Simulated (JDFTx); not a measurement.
## Pt under changes of volume

One of the cells (15.080 Å³/atom); the others are scaled copies at fixed shape and fractional positions:

```
Pt
1.0
     0.00000    1.96090    1.96090
     1.96090    0.00000    1.96090
     1.96090    1.96090    0.00000
Pt
1
Cartesian
  0.0000 0.0000 0.0000
```

| Quantity | Value |
| --- | --- |
| Program | JDFTx 1.7.0 (patched build) |
| Functional | PBEsol |
| Potentials or basis | PseudoDojo-SR-PBEsol-0.4.1-standard with smoothed tails |
| Cutoff | 1143 eV |
| Density cutoff | 4572 eV |
| k mesh | 12 × 12 × 12 |
| Occupations | fermi-dirac, width 0.05 eV |
| Spin | no spin polarisation |

```csv
volume (Å³/atom),energy over the lowest point (meV/atom),pressure (GPa)
14.175,47.33,19.3
14.477,18.48,11.6
14.778,3.24,4.8
15.080,0.00,-1.2
15.381,7.36,-6.5
15.683,24.08,-11.1
15.985,?,?
```

What does the run at 15.985 Å³/atom give?

Energy over the lowest point 49.03 meV/atom; pressure -15.2 GPa.

Worked out: A Birch-Murnaghan fit of order 3 (a polynomial in V^(-2/3)) to the other rows has its minimum at 15.02 Å³/atom with B0 = V·E''(V) = 288 GPa and B' = 5.2. It gives 49.11 meV/atom at 15.985 Å³/atom, against the run's 49.03, and -dE/dV = -15.3 GPa, against -15.2.

Energies are extrapolated to zero smearing.
